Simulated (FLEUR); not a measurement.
Crystal: CdSe (Cadmoselite).

```xyz
4
Lattice="4.3000 0.0000 0.0000 -2.1500 3.7239 0.0000 0.0000 0.0000 7.0200" Properties=species:S:1:pos:R:3 pbc="T T T"
Cd    2.1500    1.2413    3.5100
Cd    0.0000    2.4826    0.0000
Se    2.1500    1.2413    6.2127
Se    0.0000    2.4826    2.7027
```

Base run:

```yaml
Program: FLEUR MaX-R8.1 (later development tree)
Functional: PBEsol
Potentials_or_basis: all-electron
Basis: FLAPW
Kmax: 4.67 1/bohr
k_mesh: 7 × 7 × 4
Occupations: fermi-dirac, width 0.05 eV
Spin: no spin polarisation
```

Its results: band gap on the k mesh 0.58 eV, direct.

Problem. The run is repeated on the same cell with these changes: functional from PBEsol to PBE. What comes out?

Solution. Band gap on the k mesh 0.70 eV, direct.
